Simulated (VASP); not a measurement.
# MgO (P1) in VASP: a series of runs

The runs below take MgO through single point, molecular dynamics, with PBEsol.

Everything below comes from runs of VASP 6.6.1. Logs are shortened: lines on timing, memory, paths and dates and some standing lists are left out, and cuts for length are marked.

## Step 1: The structure

The typed cell holds 16 atoms: a = 5.965 Å, b = 5.965 Å, c = 5.965 Å, α = 60.00°, β = 60.00°, γ = 60.00°.

## Step 2: Single point, PBEsol

Input file INCAR:

```
  PREC = Accurate
  ENCUT = 520
  EDIFF = 1E-7
  ISMEAR = -1
  SIGMA = 0.05
  LREAL = Auto
  LASPH = True
  NELM = 100
  ALGO = Normal
  ISIF = 2
  LWAVE = False
  LCHARG = False
  GGA = PS
  NBANDS = 46
```

Input file KPOINTS:

```
regular mesh
0
Gamma
  2 2 2
```

Input file POSCAR:

```
MgO
1.0
    0.0000000000      4.2181000000      4.2181000000
    4.2181000000      0.0000000000      4.2181000000
    4.2181000000      4.2181000000      0.0000000000
Mg O
8 8
Direct
    0.0081908916     -0.0004860008     -0.0072425974
   -0.0012090752     -0.0300372205      0.5079775254
    0.0110357744      0.5285673645      0.0162988075
   -0.0314596619      0.5130983144      0.5110831891
    0.4665370665      0.0200090088      0.0220952562
    0.5195822764      0.0226049643      0.4778573291
    0.5342926910      0.4792442095     -0.0104786515
    0.4637158910      0.5235295512      0.5071240606
    0.2610179939      0.2284440862      0.2460349446
    0.2792489509      0.2225646618      0.7418268889
    0.2327825324      0.7258955454      0.2835399825
    0.2572129632      0.7564187667      0.7459164079
    0.7819871506      0.2334463384      0.2063488300
    0.7105213248      0.2639458524      0.7573433536
    0.7431189398      0.7616106778      0.2159384557
    0.7786325597      0.7218297338      0.7654749769
```

Potentials or basis: VASP PAW PBE potentials, release 64 (Mg, O).

Run with:

```console
$ cat potpaw_PBE.64/Mg/POTCAR potpaw_PBE.64/O/POTCAR > POTCAR
$ mpirun -np 1 vasp_std > vasp.out
```

OUTCAR:

```text
PREC = Accurate
   ENCUT = 520
   EDIFF = 1E-7
   ISMEAR = -1
   LREAL = Auto
   LASPH = True
   NELM = 100
   ISIF = 2
   GGA = PS

 ion  position               nearest neighbor table
   1  0.008  1.000  0.993-  13 1.89  12 2.07  10 2.09  15 2.13  11 2.18  14 2.26   3 2.73   7 2.84
                             5 2.89   6 2.91   2 2.96   4 2.97   4 3.00   2 3.01   6 3.06   5 3.09
   2  0.999  0.970  0.508-  11 1.98  16 1.98  12 2.10   9 2.20  13 2.20  14 2.30   8 2.72   6 2.80
                             4 2.81   5 2.86   3 2.86   1 2.96   1 3.01   5 3.13   3 3.16   4 3.16
   3  0.011  0.529  0.016-  15 1.85  12 2.01   9 2.06  16 2.06  13 2.26  10 2.45   1 2.73   4 2.79
                             2 2.86   8 2.89   5 2.89   7 2.91   7 3.09   5 3.10   8 3.11   2 3.16
   4  0.969  0.513  0.511-  16 1.97  11 2.02  14 2.14  15 2.21  10 2.30   9 2.32   7 2.73   3 2.79
                             2 2.81   6 2.87   8 2.97   1 2.97   8 2.99   1 3.00   6 3.12   2 3.16
   5  0.467  0.020  0.022-   9 1.83  10 2.00  15 2.00  14 2.06  11 2.23  16 2.35   2 2.86   7 2.86
                             3 2.89   1 2.89   6 2.90   8 2.93   8 3.04   1 3.09   6 3.09   3 3.10
   6  0.520  0.023  0.478-  10 1.97  13 2.01   9 2.08  15 2.22  12 2.23  16 2.31   2 2.80   7 2.82
                             4 2.87   5 2.90   1 2.91   8 2.92   1 3.06   8 3.07   5 3.09   4 3.12
   7  0.534  0.479  0.990-  14 1.91  13 1.96  16 2.06  12 2.20   9 2.21  11 2.29   4 2.73   6 2.82
                             1 2.84   5 2.86   3 2.91   8 2.98   8 3.03   3 3.09   1 3.12   5 3.14
   8  0.464  0.524  0.507-  11 1.92  12 2.00  10 2.08  14 2.10  15 2.19  13 2.50   2 2.72   3 2.89
                             6 2.92   5 2.93   4 2.97   7 2.98   4 2.99   7 3.03   5 3.04   6 3.07
   9  0.261  0.228  0.246-   5 1.83   3 2.06   6 2.08   2 2.20   7 2.21   4 2.32
  10  0.279  0.223  0.742-   6 1.97   5 2.00   8 2.08   1 2.09   4 2.30   3 2.45
  11  0.233  0.726  0.284-   8 1.92   2 1.98   4 2.02   1 2.18   5 2.23   7 2.29
  12  0.257  0.756  0.746-   8 2.00   3 2.01   1 2.07   2 2.10   7 2.20   6 2.23
  13  0.782  0.233  0.206-   1 1.89   7 1.96   6 2.01   2 2.20   3 2.26   8 2.50
  14  0.711  0.264  0.757-   7 1.91   5 2.06   8 2.10   4 2.14   1 2.26   2 2.30
  15  0.743  0.762  0.216-   3 1.85   5 2.00   1 2.13   8 2.19   4 2.21   6 2.22
  16  0.779  0.722  0.765-   4 1.97   2 1.98   7 2.06   3 2.06   6 2.31   5 2.35

  LATTYP: Found a face centered cubic cell.
 ALAT       =     8.4362000000

  Lattice vectors:

 A1 = (   0.0000000000,   4.2181000000,   4.2181000000)
 A2 = (   4.2181000000,   0.0000000000,   4.2181000000)
 A3 = (   4.2181000000,   4.2181000000,   0.0000000000)

Analysis of symmetry for initial positions (statically):
=====================================================================
 Subroutine PRICEL returns:
 Original cell was already a primitive cell.

 Routine SETGRP: Setting up the symmetry group for a
 face centered cubic supercell.

 Subroutine GETGRP returns: Found  1 space group operations
 (whereof  1 operations were pure point group operations)
 out of a pool of 48 trial point group operations.

The static configuration has the point symmetry C_1 .

Analysis of symmetry for dynamics (positions and initial velocities):
=====================================================================
 Subroutine PRICEL returns:
 Original cell was already a primitive cell.

 Routine SETGRP: Setting up the symmetry group for a
 face centered cubic supercell.

 Subroutine GETGRP returns: Found  1 space group operations
 (whereof  1 operations were pure point group operations)
 out of a pool of 48 trial point group operations.

The dynamic configuration has the point symmetry C_1 .

 Subroutine INISYM returns: Found  1 space group operations
 (whereof  1 operations are pure point group operations),
 and found     1 'primitive' translations

----------------------------------------------------------------------------------------

                                     Primitive cell

  volume of cell :     150.1000

  direct lattice vectors                    reciprocal lattice vectors
     0.000000000  4.218100000  4.218100000    -0.118536782  0.118536782  0.118536782
     4.218100000  0.000000000  4.218100000     0.118536782 -0.118536782  0.118536782
     4.218100000  4.218100000  0.000000000     0.118536782  0.118536782 -0.118536782

  length of vectors
     5.965294227  5.965294227  5.965294227     0.205311729  0.205311729  0.205311729

  position of ions in fractional coordinates (direct lattice)
     0.008190892  0.999513999  0.992757403
     0.998790925  0.969962780  0.507977525
     0.011035774  0.528567364  0.016298808
[... 44 lines left out ...]
    -0.059268391  0.059268391  0.059268391     0.500000000  0.000000000  0.000000000
     0.059268391 -0.059268391  0.059268391     0.000000000  0.500000000  0.000000000
     0.059268391  0.059268391 -0.059268391     0.000000000  0.000000000  0.500000000

  Length of vectors
     0.102655864  0.102655864  0.102655864

  Shift w.r.t. Gamma in fractional coordinates (k-lattice)
     0.000000000  0.000000000  0.000000000

 Subroutine IBZKPT returns following result:
 ===========================================

 Found      8 irreducible k-points:

 Following reciprocal coordinates:
            Coordinates               Weight
  0.000000  0.000000  0.000000      1.000000
  0.500000  0.000000  0.000000      1.000000
  0.000000  0.500000  0.000000      1.000000
  0.000000  0.000000  0.500000      1.000000
  0.500000  0.500000  0.500000      1.000000
  0.500000  0.500000  0.000000      1.000000
  0.000000  0.500000  0.500000      1.000000
  0.500000  0.000000  0.500000      1.000000
   k-points           NKPTS =      8   k-points in BZ     NKDIM =      8   number of bands    NBANDS=     46
   number of dos      NEDOS =    301   number of ions     NIONS =     16
   total plane-waves  NPLWV = 110592
   dimension x,y,z NGX =    48 NGY =   48 NGZ =   48
   dimension x,y,z NGXF=    96 NGYF=   96 NGZF=   96
   ions per type =               8   8
   NGX,Y,Z   is equivalent  to a cutoff of  13.38, 13.38, 13.38 a.u.
   NGXF,Y,Z  is equivalent  to a cutoff of  26.75, 26.75, 26.75 a.u.
 SYSTEM =  unknown system
   PREC   = accura    normal or accurate (medium, high low for compatibility)
   ISTART =      0    job   : 0-new  1-cont  2-samecut
   ICHARG =      2    charge: 1-file 2-atom 10-const
   ISPIN  =      1    spin polarized calculation?
   LNONCOLLINEAR =      F non collinear calculations
   LSORBIT =      F    spin-orbit coupling
   LASPH  =      T    aspherical Exc in radial PAW
   ENCUT  =  520.0 eV  38.22 Ry    6.18 a.u.  11.09 11.09 11.09*2*pi/ulx,y,z
   NELM   =    100;   NELMIN=  2; NELMDL= -5     # of ELM steps
   EDIFF  = 0.1E-06   stopping-criterion for ELM
   LREAL  =      T    real-space projection
   EDIFFG = 0.1E-05   stopping-criterion for IOM
   NSW    =      0    number of steps for IOM
   IBRION =     -1    ionic relax: 0-MD 1-quasi-New 2-CG
   NFREE  =      0    steps in history (QN), initial steepest desc. (CG)
   ISIF   =      2    stress and relaxation
   ISYM   =      2    0-nonsym 1-usesym 2-fastsym
   POTIM  = 0.5000    time-step for ionic-motion
   TEBEG  =    0.0;   TEEND  =   0.0 temperature during run
   PSTRESS=    0.0 pullay stress
   NELECT =      64.0000    total number of electrons
   NUPDOWN=      -1.0000    fix difference up-down
   EMIN   =  10.00;   EMAX   =-10.00  energy-range for DOS
   EFERMI =   0.00;   METHOD = LEGACY
   ISMEAR =    -1;   SIGMA  =   0.05  broadening in eV -4-tet -1-fermi 0-gaus
   EFERMI_NEDOS =   21; number of points for ismear=-14 and -15
   IALGO  =     38    algorithm
   IMIX   =      4    mixing-type and parameters
     AMIX     =   0.40;   BMIX     =  1.00
     AMIX_MAG =   1.60;   BMIX_MAG =  1.00
  volume/ion in A,a.u.               =       9.38        63.31
  Fermi-wavevector in a.u.,A,eV,Ry     =   1.232181  2.328485 20.657328  1.518271
  Thomas-Fermi vector in A             =   2.366962
   LORBIT       =      0    0 simple, 1 ext, 2 COOP (PROOUT), +10 PAW based schemes
   GGA     = PS    functional components
   LHFCALC =     F    Hartree Fock is set to
   AEXX    =    0.0000 exact exchange contribution
   IVDW    =     0    specifies the selected vdW correction
   LEPSILON=     F    determine dielectric tensor
   LRPA    =     F    only Hartree local field effects (RPA)
 non-spin polarized calculation
  energy-cutoff  :      520.00
  volume of cell :      150.10
 maximum number of plane-waves:      4088
 NGX is ok and might be reduce to    48

 number of electron      63.9999996 magnetization

 Free energy of the ion-electron system (eV)
  ---------------------------------------------------
  ext. energy  EPLUGINS =         0.00000000
  ---------------------------------------------------
  free energy    TOTEN  =       -97.50170180 eV

  energy without entropy =      -97.50170180  energy(sigma->0) =      -97.50170180

 E-fermi :   4.2953     XC(G=0): -11.2590

 val. band max:        3.1199394844   @ k =   0.0000   0.0000   0.0000
 cond. band min:       7.4496798174   @ k =   0.0000   0.0000   0.0000
 fundamental gap:      4.3297403329
 Fermi energy:         4.2953262607

 k-point     1 :       0.0000    0.0000    0.0000
  band No.  band energies     occupation
      1     -14.2137      2.00000
      2     -13.0302      2.00000
      3     -12.9742      2.00000
      4     -12.9114      2.00000
      5     -12.8505      2.00000
      6     -12.5781      2.00000
[... 365 lines left out ...]
     43      14.2287      0.00000
     44      14.3493      0.00000
 [bands above 44 left out]

------------------------ aborting loop because EDIFF is reached ----------------------------------------

  FORCE on cell =-STRESS in cart. coord.  units (eV):
  Direction    XX          YY          ZZ          XY          YZ          ZX
  --------------------------------------------------------------------------------------
  -------------------------------------------------------------------------------------
  Total       13.7969274      3.0857667      1.4369546     -0.0273267     -0.3187626      0.0033499
  in kB      147.2693432     32.9376841     15.3381515     -0.2916872     -3.4024937      0.0357568
  external PRESSURE =      65.1817263 kB  Pullay stress =       0.0000000 kB

 VOLUME and BASIS-vectors are now :
 -----------------------------------------------------------------------------
  energy-cutoff  :      520.00
  volume of cell :      150.10
      direct lattice vectors                 reciprocal lattice vectors
     0.000000000  4.218100000  4.218100000    -0.118536782  0.118536782  0.118536782
     4.218100000  0.000000000  4.218100000     0.118536782 -0.118536782  0.118536782
     4.218100000  4.218100000  0.000000000     0.118536782  0.118536782 -0.118536782

 POSITION                                       TOTAL-FORCE (eV/Angst)
 -----------------------------------------------------------------------------------
      8.40360      4.22210      4.25060        -0.978249     -0.178302      0.522289
      6.23410      6.35570      8.30440         1.501678     -0.443694      1.131075
      2.29830      0.11530      2.27610        -2.472410     -0.521734     -1.508393
      4.32010      6.24120      6.24970        -1.277186      0.931864     -0.285022
      0.17760      2.06110      2.05230        -2.932615     -0.114994      0.263388
      2.11100      4.20730      2.28700        -0.064438     -0.140393     -1.317673
[... 8 lines left out ...]
      4.12340      4.04540      6.34710         2.181398      1.732522     -0.418165
      6.27360      6.51320      6.32910         0.211472     -1.508284     -0.174200
 -----------------------------------------------------------------------------------
    total drift:                               -0.000501     -0.004139      0.000858

  FREE ENERGIE OF THE ION-ELECTRON SYSTEM (eV)
  ---------------------------------------------------
  free  energy   TOTEN  =       -97.5017017955 eV

  energy  without entropy=      -97.5017017954  energy(sigma->0) =      -97.50170180
```

It took 2.2 min on 1 thread of Intel Xeon Platinum 8488C (Sapphire Rapids), shared host; peak memory 0.32 GiB.

Results:

- Free energy: -97.5017 eV
- Pressure: 6.5 GPa
- Largest force: 2.947 eV/Å
- Band gap on the k mesh: 4.33 eV, direct

Forces on the atoms (eV/Å):
```
Mg  -0.978 -0.178  0.522
Mg   1.502 -0.444  1.131
Mg  -2.472 -0.522 -1.508
Mg  -1.277  0.932 -0.285
Mg  -2.933 -0.115  0.263
Mg  -0.064 -0.140 -1.318
Mg   1.651 -0.659  0.012
Mg  -1.023  1.512  0.076
O    2.860 -0.298  0.051
O    0.739 -0.798 -0.108
O   -0.984 -1.150  0.860
O    0.263  0.149 -0.020
O    2.126  1.173 -0.433
O   -1.801  0.313  1.348
O    2.181  1.733 -0.418
O    0.211 -1.508 -0.174
```

Stress tensor (GPa, compression positive):
```
14.73 -0.03  0.00
-0.03  3.29 -0.34
 0.00 -0.34  1.53
```

Caveat: the k mesh is coarse (spacing up to 0.65 Å⁻¹), so the values aren't converged; the PAW data sets were made with another functional, which shifts forces and pressure a little.

## Step 3: Single point, PBEsol

Input file INCAR:

```
ALGO = Normal
EDIFF = 1E-6
ENCUT = 520
GGA = PS
ISIF = 2
ISMEAR = -1
LASPH = T
LCHARG = F
LREAL = Auto
LWAVE = F
NBANDS = 46
NELM = 100
PREC = Accurate
SIGMA = 0.05
```

Input file KPOINTS:

```
k-points
0
Gamma
  2 2 2
```

Input file POSCAR:

```
MgO
1.0
    0.0000000000      4.2181000000      4.2181000000
    4.2181000000      0.0000000000      4.2181000000
    4.2181000000      4.2181000000      0.0000000000
Mg O
8 8
Direct
    0.0015528318     -0.0080723549      0.0062231811
   -0.0215618406      0.0018373201      0.5258173111
    0.0185628601      0.5083331358     -0.0153860743
   -0.0068277186      0.4907185700      0.5252838956
    0.4831559233      0.0257698964      0.0000948294
    0.5228064768      0.0150186103      0.4800146986
    0.5193926175      0.4882174439     -0.0100874801
    0.4684336550      0.5406936772      0.4829662644
    0.2156895285      0.2366942462      0.2732984045
    0.2389820061      0.2554349115      0.7688888362
    0.2712003035      0.6730162870      0.2576634030
    0.2609942865      0.7713188402      0.7251606173
    0.7651193665      0.2249472511      0.2643488775
    0.7620492639      0.2407719115      0.7331262891
    0.7484649487      0.7432493303      0.2411275219
    0.7594888694      0.7595599915      0.7441027951
```

Potentials or basis: VASP PAW PBE potentials, release 64 (Mg, O).

Run with:

```console
$ cat potpaw_PBE.64/Mg/POTCAR potpaw_PBE.64/O/POTCAR > POTCAR
$ mpirun -np 1 vasp_std > vasp.out
```

It took 2 min on 1 thread of Intel Xeon Platinum 8488C (Sapphire Rapids), shared host; peak memory 0.32 GiB.

Results (log left out):

```
Free energy            : -97.9674 eV
Pressure               : 4.4 GPa
Largest force          : 3.085 eV/Å
Band gap on the k mesh : 4.28 eV, direct
```

Forces on the atoms (eV/Å):
```
Mg  -0.391  0.455  0.044
Mg  -0.959 -0.360  1.116
Mg   1.191  0.297 -1.122
Mg  -1.221 -0.847  0.010
Mg  -0.840  0.646 -0.439
Mg   0.307 -0.281 -1.892
Mg   0.188 -0.220  0.126
Mg  -1.037  2.451  0.378
O   -1.102  0.560  1.865
O   -0.744 -0.034  0.059
O    1.587 -2.280  1.342
O    0.115  0.870 -0.935
O   -0.486 -1.430  0.607
O    2.968  0.326 -0.494
O    0.697 -0.184  0.633
O   -0.272  0.032 -1.299
```

Stress tensor (GPa, compression positive):
```
 4.85  0.74 -0.40
 0.74  3.53  0.30
-0.40  0.30  4.87
```

Levels at points of the mesh, in eV from the valence-band top:
| k point | band 29 | band 30 | band 31 | band 32 | band 33 | band 34 | band 35 | band 36 |
| --- | --- | --- | --- | --- | --- | --- | --- | --- |
| (0.00, 0.00, 0.00) | -0.60 | -0.12 | -0.02 | 0.00 | 4.28 | 7.16 | 7.40 | 7.49 |
| (0.50, 0.00, 0.00) | -0.45 | -0.42 | -0.32 | -0.18 | 6.49 | 6.66 | 8.46 | 8.86 |
| (0.00, 0.50, 0.00) | -0.50 | -0.44 | -0.37 | -0.26 | 6.53 | 6.67 | 8.55 | 8.83 |
| (0.00, 0.00, 0.50) | -0.69 | -0.59 | -0.20 | -0.12 | 6.47 | 6.63 | 8.36 | 8.82 |
| (0.50, 0.50, 0.50) | -0.51 | -0.39 | -0.34 | -0.20 | 6.51 | 6.60 | 8.66 | 8.68 |
| (0.50, 0.50, 0.00) | -0.73 | -0.60 | -0.49 | -0.39 | 7.29 | 7.57 | 8.34 | 8.57 |
| (0.00, 0.50, 0.50) | -0.70 | -0.58 | -0.52 | -0.41 | 7.18 | 7.73 | 8.45 | 8.70 |
| (0.50, 0.00, 0.50) | -0.76 | -0.60 | -0.55 | -0.32 | 7.26 | 7.59 | 8.20 | 8.55 |

Caveat: the k mesh is coarse (spacing up to 0.65 Å⁻¹), so the values aren't converged; the PAW data sets were made with another functional, which shifts forces and pressure a little.

[end of part 1 of 2]
